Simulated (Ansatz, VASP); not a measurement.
## Two plane-wave programs on Te2Pb

INCAR

```
SYSTEM = Te2Pb
PREC = Accurate
ENCUT = 520
EDIFF = 1E-7
ISMEAR = 0
SIGMA = 0.05
LREAL = .False.
LASPH = .True.
NELM = 100
ALGO = Normal
ISIF = 2
LWAVE = .False.
LCHARG = .True.
GGA = PS
LELF = .True.
LVHAR = .True.
NBANDS = 20
```

Contents of KPOINTS:

```
regular mesh
0
Gamma
  8 8 8
  0 0 0
```

POSCAR

```
Te2Pb
1.0
    0.0000000000      3.7323724595      3.7323724595
    3.8443436333      0.0000000000      3.7323724595
    3.8443436333      3.7323724595      0.0000000000
Pb Te
1 2
Direct
    0.0000000000      0.0000000000      0.0000000000
    0.2500000000      0.2500000000      0.2500000000
    0.7500000000      0.7500000000      0.7500000000
```

Input for Ansatz:

```yaml
crystal:
  lattice:
    - [0.0, 3.7323724595, 3.7323724595]
    - [3.8443436333, 0.0, 3.7323724595]
    - [3.8443436333, 3.7323724595, 0.0]
  atoms:
    - { symbol: Pb, position: [0.0, 0.0, 0.0] }
    - { symbol: Te, position: [0.25, 0.25, 0.25] }
    - { symbol: Te, position: [0.75, 0.75, 0.75] }
basis:
  ecutwfc: 420
  ecutrho_ratio: 4
kpoints:
  mp_grid: { grid: [8, 8, 8] }
hamiltonian:
  xc: pbesol
scf:
  occupations: { method: gaussian, width: 0.05 }
output:
  forces: true
  stress: true
  eigenvalues: true
```

Change from the starting cell: strain e1 = +0.03, atoms carried along.

Alike in both runs: task single point; functional PBEsol; k mesh 8 × 8 × 8; occupations gaussian, width 0.05 eV; no spin polarisation.

|  | VASP | Ansatz |
| --- | --- | --- |
| version | VASP 6.6.1 | Ansatz 0.2.0 |
| potentials or method | VASP PAW PBE potentials, release 64 (Pb_d, Te) | scalar-relativistic, plane waves, PAW |
| plane-wave cutoff (eV) | 520 | 420 |
| valence electrons in the cell | 26 | 46 |

```tsv
	VASP	Ansatz	Ansatz less VASP
pressure (GPa)	-1.1	-1.1	+0.02
largest component of the traceless stress (GPa)	1.28	1.28	-0.007
```

The functional is the same, so the differences come from potentials, cutoffs and numerics. The two sets of potentials don't hold the same shells in valence.

Caveats: the PAW data sets were made with another functional, which shifts forces and pressure a little (VASP). Spin-orbit coupling is left out, which matters for the levels of Pb, Te.
